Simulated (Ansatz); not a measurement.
MgO (Fm-3m)

Computed with DFT PBE, scalar-relativistic, plane waves, PAW in Ansatz.

Cutoff 420 eV; k points 10×10×10 on the computed 2-atom cell (Γ-centred); Gaussian smearing, width 0.02 eV; no spin polarisation.

The structure is relaxed at this level of theory with its symmetry kept.

```
Mg O
1.0
     0.00000    2.12685    2.12685
     2.12685    0.00000    2.12685
     2.12685    2.12685    0.00000
Mg O
1 1
Direct
  0.00000 0.00000 0.00000
  0.50000 0.50000 0.50000
```

Problem. Formation energy from the elements' standard states (uncorrected)?

Solution. -2.685 eV/atom.

Problem. Kohn–Sham band gap?

Solution. 4.46 eV.

Problem. Löwdin character of the top 1 eV of the valence band?

Solution. O 2p 98 %.

Problem. Löwdin character of the lowest 1 eV of the conduction band?

Solution. Mg 3s 56 %, O 2s 33 %, O 2p 10 %.

Problem. Bader charges (e)?

Solution. Mg (1 in the cell) 1.72, O (1 in the cell) -1.72.